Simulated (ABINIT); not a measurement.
A run of ABINIT 10.8.3 (patched build):

Contents of run.abi:

```
# Pseudopotentials
pp_dirpath "./"
pseudos "W.GGA_PBE-JTH.xml, S.GGA_PBE-JTH.xml"

# Structure
acell 3*1.0
rprim
     6.0093290763     0.0000000000     0.0000000000
    -3.0046645382     5.2042316397     0.0000000000
     0.0000000000     0.0000000000    23.6215765578
ntypat 2
znucl 74 16
natom 6
typat 1 1 2 2 2 2
xred
     0.6666666667     0.3333333333     0.7500000000
     0.3333333333     0.6666666667     0.2500000000
     0.6666666667     0.3333333333     0.3750000000
     0.3333333333     0.6666666667     0.8750000000
     0.6666666667     0.3333333333     0.1250000000
     0.3333333333     0.6666666667     0.6250000000

# Plane-wave basis
ecut 544.227725 eV
pawecutdg 40.0

# k points
kptopt 1
ngkpt 8 8 2
nshiftk 1
shiftk 0.0 0.0 0.0

# Exchange and correlation
ixc 11

# Bands and occupations
nband 32
occopt 3
tsmear 0.00183747

# SCF cycle
nstep 100
tolvrs 1.0e-9

# Output
iomode 3
prtwf 0
prtden 0
prteig 0
prtebands 0
```

Potentials or basis: JTH PAW PBE v2.0.

The run is started by

```console
$ abinit run.abi > log 2>&1
```

Hardware: 1 thread of Arm Neoverse V1, with other jobs on the host.

Q: How long does it take, and how much memory?

A: Run time: 100 s on 1 thread of Arm Neoverse V1 (shared host), peak memory 0.19 GiB. Counts: scf iterations 14, mpi ranks 1, k points 20, bands 32, plane waves 3206.
